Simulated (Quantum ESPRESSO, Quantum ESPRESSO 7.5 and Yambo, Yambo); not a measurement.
**MgO (Fm-3m): G0W0 on several meshes in Yambo**

Wanted: mesh dependence and cost of G0W0 for MgO (Fm-3m).

Main program and level: Quantum ESPRESSO 7.5 and Yambo 5.3.0; PBE and many-body steps on it, plane waves.

**1. The starting structure**

It takes space group Fm-3m (No. 225, cubic). The conventional cell has a = 4.194 Å, b = 4.194 Å, c = 4.194 Å, α = 90.00°, β = 90.00°, γ = 90.00°. Nearest to Mg lie 6 O at 2.10 Å. O has 6 Mg at 2.10 Å nearest. Farther neighbours and most contacts between anions are not listed.

The cell and positions are those that the Materials Project relaxed with its own functionals (PBE, PBE+U or r2SCAN), kept fixed.

**2. Empty states on the mesh, 2×2×2 mesh, 63 bands**

This step: Quantum ESPRESSO 7.5; DFT, PBE, plane waves, norm-conserving pseudopotentials.

The sums over transitions need many empty states on a uniform mesh; this step solves for them.

Input file pw.in:

```
&control
  calculation = 'nscf'
  prefix = 'x'
  outdir = 'o'
  pseudo_dir = 'pseudo'
/
&system
  ibrav = 0
  nat = 2
  ntyp = 2
  ecutwfc = 76.0
  nbnd = 63
  force_symmorphic = .true.
/
&electrons
  conv_thr = 1e-9
  electron_maxstep = 80
  diago_full_acc = .true.
  diago_thr_init = 5e-6
/
ATOMIC_SPECIES
  Mg 24.305 Mg.upf
  O 15.999 O.upf
CELL_PARAMETERS angstrom
  -0.0000000000 2.0970013927 2.0970013927
  2.0970013927 -0.0000000000 2.0970013927
  2.0970013927 2.0970013927 -0.0000000000
ATOMIC_POSITIONS crystal
  Mg 0.0000000000 0.0000000000 0.0000000000
  O 0.5000000000 0.5000000000 0.5000000000
K_POINTS automatic
  2 2 2 0 0 0
```

Run with:

```sh
> OMP_NUM_THREADS=1 mpirun -n 4 pw.x -nk 4 -in pw.in > pw.out
```

The program printed:

```text
Program PWSCF v.7.5 starts

     This program is part of the open-source Quantum ESPRESSO suite
     for quantum simulation of materials; please cite
         "P. Giannozzi et al., J. Phys.:Condens. Matter 21 395502 (2009);
         "P. Giannozzi et al., J. Phys.:Condens. Matter 29 465901 (2017);
         "P. Giannozzi et al., J. Chem. Phys. 152 154105 (2020);
     in publications or presentations arising from this work. More details at

     Atomic positions and unit cell read from directory:
     o/x.save/

     Message from routine setup:
[...]
113.7952 113.7952 117.0976 117.0976 117.4241 117.4241 118.5434

          k =-0.7071 0.0000 0.0000 (  1362 PWs)   bands (ev):

[...]
83.8162  83.8162  85.2074  88.2892  96.0384  97.5001  97.5001 100.5903
   100.5903 104.3032 104.3032 106.6117 107.4269 108.4621 110.0769 110.6497
   110.6497 111.1960 113.4423 115.7113 117.7931 117.7931 118.4733

     highest occupied, lowest unoccupied level (ev):     8.2133   13.1082

     XML data file, pseudopotentials, collected wavefunctions

=------------------------------------------------------------------------------=
   JOB DONE.
=------------------------------------------------------------------------------=
```

The job ended after 1.2 s (4 MPI ranks of Arm Neoverse V1, shared host; peak memory 0.05 GiB; 4.4 s of CPU time).

This step gave:

```
gap                                                           : 4.895 eV
k of the valence top                                          : 0, 0, 0
k of the conduction bottom                                    : 0, 0, 0
least direct gap                                              : 4.895 eV
k points computed                                             : 3
lowest point of the top converged band, above the valence top : 110.2599 eV
```

On this mesh the gap is 4.895 eV.

The density comes from a self-consistent run that is not shown.

**3. Conversion and set-up**

This step: Yambo 5.3.0; conversion and set-up on PBE, plane waves, norm-conserving pseudopotentials.

The states are converted to the many-body program's format and the q mesh is built.

Run with:

```sh
> (cd o/x.save; p2y > p2y.log; mv SAVE ../..); yambo > setup.log
```

The program printed:

```text
 Yambo, version 5.3.0

 [02] CORE Variables Setup
 =========================

  [02.01] Unit cells
  ==================

  Cell kind             :  FCC
  Atoms in the cell     :  Mg  O
  number of Mg atoms    :  1
  number of O  atoms    :  1

  List of atomic masses
  Mass of Mg    :  24.30500
  Mass of O     :  15.99900

  List of atomic coordinates    : [cc]
  Mg1       :  0.000000  0.000000  0.000000  order 1
  O1       :  3.962758  3.962758  3.962758  order 2

  Alat factors          :  3.962758  3.962758  3.962758 [a.u.]
  Direct lattice volume :  124.4580 [a.u.]
[...]
0.000000  0.000000  0.000000  0.000000  0.000000  0.000000  0.000000  0.000000

 [03] Transferred momenta grid and indexing
 ==========================================

 IBZ Q-points                                      :  3
 BZ  Q-points                                      :   8

 K/Q-points units:
 rlu = crystal or reduced units; cc = cartesian coordinates; iku = interal k-units

 Q [1]          [rlu]:  0.000000  0.000000  0.000000
 Q [2]          [rlu]:  0.13140E-16  0.13140E-16 -0.50000
 Q [3]          [rlu]:  0.27115E-17 -0.50000     -0.50000

  [03.01] X indexes
  =================

   [03.01.01] Sigma indexes
   ========================

 [06] Game Over & Game summary
```

The job ended after 1.7 s (1 MPI rank; peak memory 0.23 GiB).

**4. 2×2×2**

Now the one-shot GW correction: screening in the RPA, then the self-energy of the levels asked for.

This step: G0W0 on PBE, plane waves, norm-conserving pseudopotentials.

Input file gw13.in:

```
HF_and_locXC
gw0
dyson
ppa
em1d
rim_cut
RandQpts= 1000000
RandGvec= 1 RL
EXXRLvcs= 76 Ry
VXCRLvcs= 304 Ry
Chimod= "HARTREE"
% BndsRnXp
 1 | 63 |
%
NGsBlkXp= 15.5 Ry
% LongDrXp
 1 | 1 | 1 |
%
% GbndRnge
 1 | 63 |
%
DysSolver= "n"
ExtendOut
PPAPntXp= 27.21138 eV
% QPkrange
 1 | 1 | 7 | 10 |
%
```

Run with:

```sh
> OMP_NUM_THREADS=1 mpirun -n 4 yambo -F gw13.in -J gw13 -C gw13 > gw13.log
```

The program printed:

```text
 Yambo, version 5.3.0

 [02] CORE Variables Setup
 =========================

  [... cell, symmetries and grids as in the set-up ...]

  [02.05] Energies & Occupations
  ==============================

  [X] === General ===
  [X] Electronic Temperature                        :  0.000000  0.000000 [eV K]
  [X] Bosonic    Temperature                        :  0.000000  0.000000 [eV K]
  [X] Finite Temperature mode                       : no
  [X] El. density                                   :  0.86755E+24 [cm-3]
  [X] Fermi Level                                   :  8.213328 [eV]

  [X] === Gaps and Widths ===
  [X] Conduction Band Min                           :  4.894827 [eV]
  [X] Valence Band Max                              :  0.000000 [eV]
  [X] Filled Bands                                  :   8
  [X] Empty Bands                                   :    9   63
  [X] Direct Gap                                    :  4.894827 [eV]
  [X] Direct Gap localized at k                     :  1
  [X] Indirect Gap                                  :  4.894827 [eV]
  [X] Indirect Gap between kpts                     :  1  1
  [X] Last valence band width                       :  1.350487 [eV]
  [X] 1st conduction band width                     :  4.350093 [eV]

 [03] Transferred momenta grid and indexing
 ==========================================

 IBZ Q-points                                      :  3
 BZ  Q-points                                      :   8

 K/Q-points units:
 rlu = crystal or reduced units; cc = cartesian coordinates; iku = interal k-units

 Q [1]          [rlu]:  0.000000  0.000000  0.000000
 Q [2]          [rlu]:  0.13140E-16  0.13140E-16 -0.50000
 Q [3]          [rlu]:  0.27115E-17 -0.50000     -0.50000

 [04] Coloumb potential Random Integration (RIM)
 ===============================================

  [04.01] RIM initialization
  ==========================

  * Diagonal components only detected *

  8 x (sBL volume)        :  1.993044 [a.u.]
  sBZ random points       :  1000000
  Points outside the sBZ  :   7996195
  RL volume               :  1.993044 [a.u.]
  Integrated volume       :  1.993992 [a.u.]

  [04.02] RIM integrals
  =====================

  Gamma point sphere radius             :  0.228274 [a.u.]
  Points outside the sphere             :   799659
  [Int_sBZ(q=0) 1/q^2]*(Vol_sBZ)^(-1/3) =:  7.764404
                                 should be <:  7.795600

  Summary of Coulomb integrals for non-metallic bands |Q|[au] RIM/Bare

  Q [1] 0.100000E-4 0.995998 * Q [2] 0.686567 1.064860
  Q [3] 0.792779 1.063764

 [05] Dipoles
 ============

  [05.01] Setup: observables and procedures
  =========================================

 [06] Dynamic Dielectric Matrix (PPA)
 ====================================

 [WR./gw13//ndb.pp]--------------------------------------------------------------
  Brillouin Zone Q/K grids (IBZ/BZ)                :   3   8   3   8
  RL vectors                                       :  1759 [WF]
  Coulomb cutoff potential                         : none
  Electronic Temperature                           :  0.000000 [K]
  Bosonic    Temperature                           :  0.000000 [K]
  PPA    diel. fun.  energies                      : Perdew, Burke & Ernzerhof(X)+Perdew, Burke & Ernzerhof(C)
  wavefunctions                                    : Perdew, Burke & Ernzerhof(X)+Perdew, Burke & Ernzerhof(C)
  Global Gauge                                     : length
  X matrix size                                    :  169
  X band range                                     :    1   63
  X e/h energy range                               : -1.000000 -1.000000 [eV]
  X Time ordering                                  : R
  X Hxc Kernel                                     : HARTREE
  X Drude frequency                                :  0.000000  0.000000
  X poles                                          :  100.0000 [o/o]
  RL vectors in the sum                            :  1759
  [r,Vnl] included                                 : yes
  Field direction                                  :  0.577350E-5  0.577350E-5  0.577350E-5
  BZ energy Double Grid                            : no
  BZ energy DbGd points                            : 0
  BZ Q point size factor                           : -1.000000
  X Optical Averaged directions                    : none

 [07] Local Exchange-Correlation + Non-Local Fock
 ================================================

 [VXC] Plane waves :  11113
 [EXS] Plane waves :  1459

 QP @ state[ 1 ] K range:  1  1
 QP @ state[ 1 ] b range:   7  10

 [xc] Functional : Perdew, Burke & Ernzerhof(X)+Perdew, Burke & Ernzerhof(C)
 [xc] LIBXC used to calculate xc functional
  PP Number of Atomic Species                      :  2
  NLCC RL compoments                               :  11113
  PP Number of Atomic Species                      :  2
  NLCC RL compoments                               :  11113

 [xc] E_xc :  -11.66068 [Ha]
      E_xc :  -23.32136 [Ry]

  Local XC kind (lXC) : Perdew, Burke & Ernzerhof(X)+Perdew, Burke & Ernzerhof(C)
  Non-Local XC kind (nlXC) : Hartree-Fock

  Corrections @ K [1] :  [eV]
 <7|nlXC|7> = -25.77815  0.31952E-18 <7|lXC|7> = -20.28847  0.11537E-19
 <8|nlXC|8> = -25.77815  0.30236E-16 <8|lXC|8> = -20.28847 -0.33740E-21
 <9|nlXC|9> = -7.957919  0.25782E-18 <9|lXC|9> = -13.37588 -0.16387E-18
 <10|nlXC|10> = -3.428175 -0.71926E-17 <10|lXC|10> = -9.415795 -0.94408E-16

 [08] Dyson equation: Newton solver
 ==================================

  [08.01] G0W0 (W PPA)
  ====================

  [  GW  ] Bands range     :    1   63
  [GW/PPA] G damping       :  0.100000 [eV]

  QP @ state[ 1 ] K range:  1  1
  QP @ state[ 1 ] b range:   7  10

   Sc/G bands                                       :    1   63
   Sc/G damping                                     :  0.100000 ev
   Sc bands terminator                              : no
   Sx RL components                                 :  1459

   QP @ state[ 1 ] K range                          :  1  1
   QP @ state[ 1 ] b range                          :   7  10
   GF energies kind                                 : Perdew, Burke & Ernzerhof(X)+Perdew, Burke & Ernzerhof(C)
   GF WF`s kind                                     : Perdew, Burke & Ernzerhof(X)+Perdew, Burke & Ernzerhof(C)
   Xs energies kind                                 : Perdew, Burke & Ernzerhof(X)+Perdew, Burke & Ernzerhof(C)
   Xs WF`s kind                                     : Perdew, Burke & Ernzerhof(X)+Perdew, Burke & Ernzerhof(C)

 [11] Game Over & Game summary
```

Run time: 3.5 s. Hardware: 4 MPI ranks; peak memory 0.96 GiB.

Numbers from this step:

```yaml
g0w0_gap_on_the_points_computed: 6.775 eV
starting_gap_on_the_mesh: 4.895 eV
k_of_the_valence_top: 0, 0, 0
k_of_the_conduction_bottom: 0, 0, 0
least_direct_g0w0_gap_on_the_computed_points: 6.775 eV
z_at_the_valence_top: 0.8004
z_at_the_conduction_bottom: 0.8380
```

The gap on the mesh goes from 4.89 eV to 6.77 eV, a correction of +1.88 eV.

**5. Empty states on the mesh, 6×6×6 mesh, 63 bands**

This step: Quantum ESPRESSO 7.5; DFT, PBE, plane waves, norm-conserving pseudopotentials.

pw.in: that of step 2 with these lines changed.

```diff
@@ -31,2 +31,2 @@
 K_POINTS automatic
-  2 2 2 0 0 0
+  6 6 6 0 0 0
```

Run with:

```sh
> OMP_NUM_THREADS=1 mpirun -n 4 pw.x -nk 4 -in pw.in > pw.out
```

The program printed:

```text
[banner, memory and clock lines left out]
Program PWSCF v.7.5 starts

     Atomic positions and unit cell read from directory:
     o/x.save/

     Message from routine setup:
     using ibrav=0 with symmetry is DISCOURAGED, use correct ibrav instead

     G-vector sticks info

     bravais-lattice index     =            0
     lattice parameter (alat)  =       5.6042  a.u.
     unit-cell volume          =     124.4580 (a.u.)^3
     number of atoms/cell      =            2
     number of atomic types    =            2
     number of electrons       =        16.00
[...]
k = 0.1179 0.1179-0.1179 (  1399 PWs)   bands (ev):

[...]
104.6709 106.3240 106.3240 107.5147 107.5147 112.3276 115.3062

          k = 0.2357 0.2357-0.2357 (  1399 PWs)   bands (ev):

[...]
87.2656  87.4144  87.5204  87.5204  88.0146  88.0146  92.8951  94.1795
    94.1795  99.1274 103.3582 103.3582 106.2959 109.1801 109.1801 109.7958
   109.7958 110.9122 110.9122 111.1565 111.2762 116.1582 118.2911

          k =-0.3536-0.3536 0.3536 (  1404 PWs)   bands (ev):

     [... further k-points ...]

     highest occupied, lowest unoccupied level (ev):     8.2133   13.1082

     XML data file, pseudopotentials, collected wavefunctions
```

It took 2.3 s on 4 MPI ranks; peak memory 0.2 GiB; 9.1 s of CPU time.

This step gave:

| Item | Value |
| --- | --- |
| gap | 4.895 eV |
| k of the valence top | 0, 0, 0 |
| k of the conduction bottom | 0, 0, 0 |
| least direct gap | 4.895 eV |
| k points computed | 16 |
| lowest point of the top converged band, above the valence top | 104.8539 eV |

On this mesh the gap is 4.895 eV.

**6. Conversion and set-up**

This step: Yambo 5.3.0; conversion and set-up on PBE, plane waves, norm-conserving pseudopotentials.

Run with:

```sh
> (cd o/x.save; p2y > p2y.log; mv SAVE ../..); yambo > setup.log
```

The program printed:

```text
 Yambo, version 5.3.0

 [02] CORE Variables Setup
 =========================

  [02.01] Unit cells
  ==================

  Cell kind             :  FCC
  Atoms in the cell     :  Mg  O
  number of Mg atoms    :  1
  number of O  atoms    :  1

  List of atomic masses
  Mass of Mg    :  24.30500
  Mass of O     :  15.99900

  List of atomic coordinates    : [cc]
  Mg1       :  0.000000  0.000000  0.000000  order 1
  O1       :  3.962758  3.962758  3.962758  order 2

  Alat factors          :  3.962758  3.962758  3.962758 [a.u.]
  Direct lattice volume :  124.4580 [a.u.]
[...]
Q [ 1]         [rlu]:  0.000000  0.000000  0.000000
 Q [ 2]         [rlu]:  0.26641E-17  0.26641E-17  0.16667
 Q [ 3]         [rlu]:  0.53282E-17  0.53282E-17  0.33333
[...]
Q [ 8]         [rlu]:  0.13140E-16  0.16667     -0.33333
 Q [ 9]         [rlu]: -0.33084E-16  0.16667     -0.16667
 Q [10]         [rlu]: -0.18077E-17  0.33333      0.33333
     [... 4 further rows ...]
 Q [15]         [rlu]:  0.166667  0.333333 -0.333333
 Q [16]         [rlu]:  0.166667 -0.500000 -0.333333

  [03.01] X indexes
  =================

   [03.01.01] Sigma indexes
   ========================

 [06] Game Over & Game summary
```

Run time: 1.9 s. Hardware: 1 MPI rank; peak memory 0.23 GiB.

**7. 6×6×6**

This step: G0W0 on PBE, plane waves, norm-conserving pseudopotentials.

Input file gw14.in:

```
HF_and_locXC
gw0
dyson
ppa
em1d
rim_cut
RandQpts= 1000000
RandGvec= 1 RL
EXXRLvcs= 76 Ry
VXCRLvcs= 304 Ry
Chimod= "HARTREE"
% BndsRnXp
 1 | 63 |
%
NGsBlkXp= 15.5 Ry
% LongDrXp
 1 | 1 | 1 |
%
% GbndRnge
 1 | 63 |
%
DysSolver= "n"
ExtendOut
PPAPntXp= 27.21138 eV
% QPkrange
 1 | 1 | 7 | 10 |
%
```

Run with:

```sh
> OMP_NUM_THREADS=1 mpirun -n 4 yambo -F gw14.in -J gw14 -C gw14 > gw14.log
```

The program printed:

```text
 Yambo, version 5.3.0

 [02] CORE Variables Setup
 =========================

  [... cell, symmetries and grids as in the set-up ...]

  [02.05] Energies & Occupations
  ==============================

  [X] === General ===
  [X] Electronic Temperature                        :  0.000000  0.000000 [eV K]
  [X] Bosonic    Temperature                        :  0.000000  0.000000 [eV K]
  [X] Finite Temperature mode                       : no
  [X] El. density                                   :  0.86755E+24 [cm-3]
  [X] Fermi Level                                   :  8.213328 [eV]

  [X] === Gaps and Widths ===
  [X] Conduction Band Min                           :  4.894827 [eV]
  [X] Valence Band Max                              :  0.000000 [eV]
  [X] Filled Bands                                  :   8
  [X] Empty Bands                                   :    9   63
  [X] Direct Gap                                    :  4.894827 [eV]
  [X] Direct Gap localized at k                     :  1
  [X] Indirect Gap                                  :  4.894827 [eV]
  [X] Indirect Gap between kpts                     :  1  1
  [X] Last valence band width                       :  1.673728 [eV]
  [X] 1st conduction band width                     :  5.802527 [eV]

 [03] Transferred momenta grid and indexing
 ==========================================

 IBZ Q-points                                      :  16
 BZ  Q-points                                      :  216

 K/Q-points units:
 rlu = crystal or reduced units; cc = cartesian coordinates; iku = interal k-units

 Q [ 1]         [rlu]:  0.000000  0.000000  0.000000
 Q [ 2]         [rlu]:  0.26641E-17  0.26641E-17  0.16667
 Q [ 3]         [rlu]:  0.53282E-17  0.53282E-17  0.33333
[...]
================================================

 [VXC] Plane waves :  11113
 [EXS] Plane waves :  1459

 QP @ state[ 1 ] K range:  1  1
 QP @ state[ 1 ] b range:   7  10

 [xc] Functional : Perdew, Burke & Ernzerhof(X)+Perdew, Burke & Ernzerhof(C)
 [xc] LIBXC used to calculate xc functional
  PP Number of Atomic Species                      :  2
  NLCC RL compoments                               :  11113
  PP Number of Atomic Species                      :  2
  NLCC RL compoments                               :  11113

 [xc] E_xc :  -11.59305 [Ha]
      E_xc :  -23.18610 [Ry]

  Local XC kind (lXC) : Perdew, Burke & Ernzerhof(X)+Perdew, Burke & Ernzerhof(C)
  Non-Local XC kind (nlXC) : Hartree-Fock

  Corrections @ K [1] :  [eV]
 <7|nlXC|7> = -25.54907 -0.13521E-16 <7|lXC|7> = -20.15371 -0.37763E-15
 <8|nlXC|8> = -25.54910  0.69951E-17 <8|lXC|8> = -20.15371 -0.37763E-15
 <9|nlXC|9> = -8.992308 -0.58278E-18 <9|lXC|9> = -13.56135 -0.56664E-15
 <10|nlXC|10> = -3.742449 -0.35599E-18 <10|lXC|10> = -9.643182  0.13421E-20

 [08] Dyson equation: Newton solver
 ==================================

  [08.01] G0W0 (W PPA)
  ====================

  [  GW  ] Bands range     :    1   63
  [GW/PPA] G damping       :  0.100000 [eV]

  QP @ state[ 1 ] K range:  1  1
  QP @ state[ 1 ] b range:   7  10

   Sc/G bands                                       :    1   63
   Sc/G damping                                     :  0.100000 ev
   Sc bands terminator                              : no
   Sx RL components                                 :  1459

   QP @ state[ 1 ] K range                          :  1  1
   QP @ state[ 1 ] b range                          :   7  10
   GF energies kind                                 : Perdew, Burke & Ernzerhof(X)+Perdew, Burke & Ernzerhof(C)
   GF WF`s kind                                     : Perdew, Burke & Ernzerhof(X)+Perdew, Burke & Ernzerhof(C)
   Xs energies kind                                 : Perdew, Burke & Ernzerhof(X)+Perdew, Burke & Ernzerhof(C)
   Xs WF`s kind                                     : Perdew, Burke & Ernzerhof(X)+Perdew, Burke & Ernzerhof(C)

 [11] Game Over & Game summary
```

Wall time 74 s (4 MPI ranks); peak memory 1.2 GiB.

Numbers from this step:

```yaml
g0w0_gap_on_the_points_computed: 7.112 eV
starting_gap_on_the_mesh: 4.895 eV
k_of_the_valence_top: 0, 0, 0
k_of_the_conduction_bottom: 0, 0, 0
least_direct_g0w0_gap_on_the_computed_points: 7.112 eV
z_at_the_valence_top: 0.8038
z_at_the_conduction_bottom: 0.8518
```

Against G0W0 in Yambo (2×2×2 mesh, 63 bands, screening to 210.9 eV, Godby-Needs plasmon pole), the gap moves by +0.337 eV.

(Continued in part 2 of 2.)

[Paths, hosts, dates, memory and timing lines, banners, echoed tables and standing remarks are left out of the program output.]

[Logs are printed without paths, hosts, clocks, repeated set-up lines and the standing remarks that a program may print on its own settings, such as how far it seeks lower states.]

[Runs of the session that timed out or met a known fault of the program may be left out.]

[Hosts, paths, dates, database ids (printed as entryN), source tags and the programs' standing remarks are cut or masked in the printed files.]
